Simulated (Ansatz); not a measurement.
# Pt (Fm-3m) in Ansatz: a series of runs, part 2 of 2

Ansatz 0.2.0. Earlier steps stand in the parts before.

## 3. Relaxation of cell and atoms, PBEsol, target pressure 20 GPa, at which the enthalpy is minimised

File input.yaml:

```yaml
crystal:
  lattice:
    - [0.0, 1.9609, 1.9609]
    - [1.9609, 0.0, 1.9609]
    - [1.9609, 1.9609, 0.0]
  atoms:
    - { symbol: Pt, position: [0.0, 0.0, 0.0] }
hamiltonian:
  xc: pbesol
  pseudopotentials: { kind: paw }
kpoints:
  mp_grid: { grid: [12, 12, 12] }
scf:
  occupations: { method: fermi_dirac, width: 0.05 }
output:
  forces: true
  stress: true
  eigenvalues: true
  write_density: true
  write_potential: true
  elf: true
  volumetric_format: npy
relax:
  f_tol: 0.01
  max_steps: 40
  cell: { stress_tol: 0.05, p_target: 20.0 }
```

Potentials or basis: Ansatz PAW.

Started as:

```console
$ ansatz run input.yaml --threads 2 --pin off --max-ram 5632MiB --backend cpu --events-out ev --progress --plain --runs-dir out
```

What it wrote:

```text
Warning: RAYON_NUM_THREADS=2 ignored (pool sized by the plan → 2); use --threads N
Engine: ansatz 0.2.0, aarch64-unknown-linux-gnu
Pseudopotentials: kind: paw
Pseudopotential: Pt, paw, valence charge 18, recommended cutoff 420 eV (normal), Pt.paw.azcp
Functional definition: PBEsol
  exchange = pbesol_x
  correlation = pbesol_c
Crystal: 1 atoms, lattice volume = 15.080 Å³
Basis set: ecut = 420 eV, 283 PW (Γ), exchange–correlation on 40×40×40 points (8 copies of the dense FFT grid, shifted against one another)
Bands: 13, of which v1, the nominal top of the filled ones, is band 9 counted from 1 (8 counted from 0)
Symmetry: 48 space group operations
Space group: Fm-3m (ITA 225), of the structure as read, at distance tolerance 2.5e-5 Å
k-points: 72 of 1728
Non-local potential: Pt, projectors of the file, l = 0: 3, l = 1: 2, l = 2: 2, l = 3: 1
PAW form: soft (Blöchl's): semilocal exchange-correlation on the pseudo side does not see the compensation charge
PAW frozen core: Pt, regenerated for the run's functional, and the local potential with it (the file was generated under x = pbe(κ = 0.804, μ = 0.2195149727645171), c = pbe(β = 0.06672455060314922))
PAW one-centre angular grid: Pt, 590 points (default); XC on 64 Gauss nodes
Initial density: superposition of atomic densities (neutral atoms: chi_scale 0, normalization atom), corrected by the library's trained network
Initial wavefunctions: pseudopotential atomic-orbital guess
Functional: x = pbesol(κ = 0.804, μ = 0.12345679012345678), c = pbesol(β = 0.046)
SCF iter   1: F=—  HF=-12383.830153 eV  |F-HF|=—  |Δ(HF+E_count)|=         —  Δρ=6.03e-3  dr2=4.15e-3  ethr=1.77e-3  ⟨swp⟩=5.1  Hψ=5186  notcnv=0
preconditioner: auto → none  [metal: Δε(μ)=0.006 eV  Ē_g=14.165 eV  σ=0.050 eV  W_gap=0.03  n_scr=8 (ndim 8)  ℏωp=30.2 eV  f_vac=0.000  D(μ)=2.05/eV (n_scr^D=26)  sad-step TF]
SCF iter   2: F=—  HF=-12383.829209 eV  |F-HF|=—  |Δ(HF+E_count)|=   9.44e-4  Δρ=2.71e-3  dr2=7.34e-4  ethr=2.30e-5  ⟨swp⟩=1.5  Hψ=1610  notcnv=0
[... 74 lines left out ...]
  E_xc         = -261.525133
  E_vxc        = -303.981896  (∫ρ·V_xc dr)
  E_paw        = -9316.569451  (= ΣΔE_a)
  E_vpaw       = -291.341299  (= ΣTr[D̂ρ^β])
  E_aug_tail   = 0.000178  (compensation charges beyond the density's cutoff)
  E_ewald      = -2784.009265
  E_core_change = 0.286981  (= ΣΔE_core)
  E_smearing   = -0.014805  (= −TS)
  E_closure    = 0.000000  (closes the sum)
  Σ components = -12383.777894   (vs F -12383.777894, Δ=0.00e0)
--- Forces (eV/Å), atoms counted from 1 ---
  atom   1  Pt    -0.00000000     0.00000000    -0.00000000
  max |Σ_I F_I| component: 5.34e-32 eV/Å
--- Stress (GPa, compression-positive) ---
       20.027883      -0.000000      -0.000000
       -0.000000      20.027883       0.000000
        0.000000      -0.000000      20.027883
  P = ⅓ Tr σ = 20.0279 GPa (200.279 kbar)
--- Band table (eV; the first three rows and the last of 72) ---
  k-point 0: bands = ["-73.5651", "-27.4738", "-27.4738", "-27.4738", "14.2006", "21.0042", "21.0042", "21.0042", "23.4199", "23.4199", "39.5901", "44.8703", "44.8703"]
  k-point 1: bands = ["-73.5621", "-27.5151", "-27.4796", "-27.4796", "14.4974", "20.8678", "21.1231", "21.1231", "23.3525", "23.3525", "40.0620", "43.5374", "45.3380"]
  k-point 2: bands = ["-73.5538", "-27.6271", "-27.4955", "-27.4955", "15.3151", "20.5969", "21.3653", "21.3653", "23.2938", "23.2938", "41.1162", "41.2892", "46.6512"]
  k-point 71: bands = ["-73.5048", "-27.8712", "-27.8712", "-27.7034", "18.9138", "20.1544", "20.1544", "22.9663", "25.7966", "32.7421", "33.7850", "33.7850", "37.7864"]
--- Relaxed structure (5 steps of the walk, 4 accepted, 1 SCFs on fresh bases) ---
  F+E_penalty+E_count = -12383.77789396 eV   max|allowed force component| = 0.000e0 eV/Å   (the final SCF, on the basis selected at the relaxed cell)
  cell:  # Å, volume = 14.1745 Å³
    - [-1.464918234027445e-34, 1.9208454262718404, 1.9208454262718404]
    - [1.9208454262718404, 1.2738417827938604e-34, 1.9208454262718404]
    - [1.9208454262718404, 1.9208454262718404, -2.3566095652142103e-34]
  atoms:
    - { symbol: Pt, position: [0.0, 0.0, 0.0] }
```

v_z.tsv:

```text
# z_ang	v_es[eV]	v_tot[eV]
# format = ansatz-planar-average/11
# xc	pbesol
# density_cutoff_ev	1680
# datasets	Pt=:simpson_from_first_knot:soft:shift=-937721
# lattice	-0.000000000	1.920845426	1.920845426
# lattice	1.920845426	0.000000000	1.920845426
# lattice	1.920845426	1.920845426	-0.000000000
# sites	1
# site	78	0.000000000	0.000000000	0.000000000
0.000000	-5.394442e-1	-1.805956e1
0.135824	4.076650e-2	-1.734714e1
0.271649	1.728993e0	-1.526175e1
0.407473	4.381963e0	-1.195872e1
0.543297	7.792849e0	-7.690634e0
0.679121	1.168656e1	-2.818990e0
[... 12 lines left out ...]
2.444837	1.728993e0	-1.526175e1
2.580661	4.076650e-2	-1.734714e1
```

Wall time 3.8 s (2 threads of Arm Neoverse V1, shared host); peak memory 0.28 GiB.

Results:

| Quantity | Value |
| --- | --- |
| Free energy | -12383.7779 eV |
| Relaxed volume | 14.17 Å³/atom |
| Relaxed cell | a = 2.716 Å, b = 2.716 Å, c = 2.716 Å, α = 60.00°, β = 60.00°, γ = 60.00° |
| Space group after relaxing (to 0.05 Å) | Fm-3m (No. 225) |
| Energy change on relaxing (the enthalpy is what falls) | +51.2 meV/atom |
| Ionic steps | 5 |
| Pressure after relaxing | 20.0 GPa |
| Band gap on the k mesh | none (metal or under the smearing width) |

The path:
```
step  energy change (eV)  largest force (eV/Å)  volume (Å³)
   1              0.0000                0.0000        15.08
   2              0.0341                0.0000        14.32
   3              0.0504                0.0000        14.18
   4              0.0508                0.0000        14.17
   5              0.0512                0.0000        14.17
```

Final structure:
```xyz
1
Lattice="0.0000 1.9208 1.9208 1.9208 0.0000 1.9208 1.9208 1.9208 0.0000" Properties=species:S:1:pos:R:3 pbc="T T T"
Pt    0.0000    0.0000    0.0000
```

Levels at points of the mesh, in eV from the Fermi level:
```csv
k point,band 7,band 8,band 9,band 10,band 11,band 12
"(0.00, 0.00, 0.00)",-4.24,-4.24,-1.82,-1.82,14.35,19.63
"(0.00, 0.00, -0.50)",-4.32,-0.83,0.04,0.04,6.29,13.93
"(0.00, -0.50, -0.50)",0.01,0.55,0.55,1.57,9.53,11.50
```

Caveat: the plane-wave basis is chosen anew once the cell has moved, so the energies of steps on either side of that aren't comparable; the PAW data sets come from PBE, with cores solved anew for the run's functional, which leaves a small shift of forces and pressure.

## 4. Relaxation of cell and atoms, PBEsol, target pressure 30 GPa, at which the enthalpy is minimised

Changes to input.yaml since step 3:

```diff
@@ -18,6 +18,2 @@
   eigenvalues: true
-  write_density: true
-  write_potential: true
-  elf: true
-  volumetric_format: npy
 relax:
@@ -25,2 +21,2 @@
   max_steps: 40
-  cell: { stress_tol: 0.05, p_target: 20.0 }
+  cell: { stress_tol: 0.05, p_target: 30.0 }
```

Started as:

```console
$ ansatz run input.yaml --threads 2 --pin off --max-ram 5632MiB --backend cpu --events-out ev --progress --plain --runs-dir out
```

Wall time 3.6 s (2 threads of Arm Neoverse V1, shared host); peak memory 0.27 GiB.

Results (log left out):

| Quantity | Value |
| --- | --- |
| Free energy | -12383.7250 eV |
| Relaxed volume | 13.83 Å³/atom |
| Relaxed cell | a = 2.695 Å, b = 2.695 Å, c = 2.695 Å, α = 60.00°, β = 60.00°, γ = 60.00° |
| Space group after relaxing (to 0.05 Å) | Fm-3m (No. 225) |
| Energy change on relaxing (the enthalpy is what falls) | +104.1 meV/atom |
| Ionic steps | 6 |
| Pressure after relaxing | 30.0 GPa |
| Band gap on the k mesh | none (metal or under the smearing width) |

The path:
```
step  energy change (eV)  largest force (eV/Å)  volume (Å³)
   1              0.0000                0.0000        15.08
   2              0.3445                0.0000        12.98
   3              0.0779                0.0000        13.98
   4              0.1002                0.0000        13.85
   5              0.1034                0.0000        13.83
   6              0.1041                0.0000        13.83
```

Final structure:
```xyz
1
Lattice="0.0000 1.9054 1.9054 1.9054 0.0000 1.9054 1.9054 1.9054 0.0000" Properties=species:S:1:pos:R:3 pbc="T T T"
Pt    0.0000    0.0000    0.0000
```

Levels at points of the mesh, in eV from the Fermi level:
```
             k point  band 7  band 8  band 9  band 10  band 11  band 12
  (0.00, 0.00, 0.00)   -4.41   -4.41   -1.90    -1.90    14.26    19.68
 (0.00, 0.00, -0.50)   -4.49   -0.93    0.05     0.05     6.50    13.85
(0.00, -0.50, -0.50)    0.02    0.58    0.58     1.53     9.82    11.58
```

Caveat: the plane-wave basis is chosen anew once the cell has moved, so the energies of steps on either side of that aren't comparable; the PAW data sets come from PBE, with cores solved anew for the run's functional, which leaves a small shift of forces and pressure. Spin-orbit coupling is left out, which matters for the levels of Pt.

## 5. Summary

| cell | target pressure (GPa) | gap on the mesh (eV) | pressure (GPa) |
| --- | --- | --- | --- |
| relaxed to 10 GPa | 10 | none | 10.0 |
| relaxed to 20 GPa | 20 | none | 20.0 |
| relaxed to 30 GPa | 30 | none | 30.0 |

Alike in all rows: task relaxation of cell and atoms; level PBEsol; potentials or basis Ansatz PAW; no spin polarisation; k mesh 12 × 12 × 12; cutoff (eV) 420; smearing fermi-dirac 0.05 eV.

Caveats: the plane-wave basis is chosen anew once the cell has moved, so the energies of steps on either side of that aren't comparable; the PAW data sets come from PBE, with cores solved anew for the run's functional, which leaves a small shift of forces and pressure.

Absolute energies hang on the potentials; compare differences alone.
